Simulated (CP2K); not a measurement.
The system is In.

```xyz
2
Lattice="3.3355 0.0000 0.0000 -1.6677 2.8886 0.0000 0.0000 0.0000 5.5091" Properties=species:S:1:pos:R:3 pbc="T T T"
In    1.6677    0.9629    4.1319
In    0.0000    1.9257    1.3773
```

This isn't the form of In at room conditions, which is tetragonal.

- Program: CP2K 2026.2
- Task: single point
- Functional: PBEsol
- Potentials or basis: POTENTIAL_UZH In GTH-PBE-q13; TZVP-MOLOPT-PBE-GTH basis
- Density cutoff: 6123 eV
- k mesh: 9 × 9 × 5
- Occupations: fermi-dirac, width 0.05 eV
- Spin: no spin polarisation

On this cell: pressure -1.0 GPa; largest force under 0.003 eV/Å; band gap on the k mesh none (metal or under the smearing width).

The same run follows on a disturbed copy (atoms moved at random, drawn with an rms of 0.05 Å):

```
CELL_PARAMETERS angstrom
3.33548 0.00000 0.00000
-1.66774 2.88861 0.00000
0.00000 0.00000 5.50914
ATOMIC_POSITIONS crystal
In 0.67002 0.33591 0.74904
In 0.32037 0.68022 0.25626
```

Task: What changes?

Result: The energy (extrapolated to zero smearing) moves by +1.4 meV/atom; pressure -1.0 GPa; largest force 0.107 eV/Å; band gap on the k mesh none (metal or under the smearing width).

Forces in eV/Å, atoms in the order of the input:
```
In  -0.013  0.006  0.106
In   0.013 -0.005 -0.105
```

Stress tensor (GPa, compression positive):
```
-1.00  0.16 -0.02
 0.16 -0.85  0.01
-0.02  0.01 -1.13
```

Caveats: the potentials were made for another functional, which shifts forces and pressure; the basis of atomic orbitals isn't converged, which shifts pressures, moduli and gaps.
